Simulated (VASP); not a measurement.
Energy against volume of CsPbI$_{3}$ (cubic perovskite). These are SCAN meta-GGA, VASP's PBE PAW potentials (set 64) (plane waves; VASP) values and carry that method's errors.

| V (Å³/atom) | E (eV/atom) |
|---|---|
| 46.379 | -45.78025 |
| 47.860 | -45.79312 |
| 49.340 | -45.79983 |
| 50.820 | -45.80137 |
| 52.300 | -45.79839 |

Question: Fit a third-order Birch-Murnaghan equation of state.

Answer: 
```
Item                                             Result
---------------------------------------  --------------
volume per atom                          50.54 Å^3/atom
bulk modulus                                   17.0 GPa
pressure derivative of the bulk modulus            4.30
lattice constant a                            0.6322 nm
```

The compound is CsPbI3 in the cubic perovskite structure, the ideal cubic form; the compound distorts at low or room temperature. It was relaxed first.
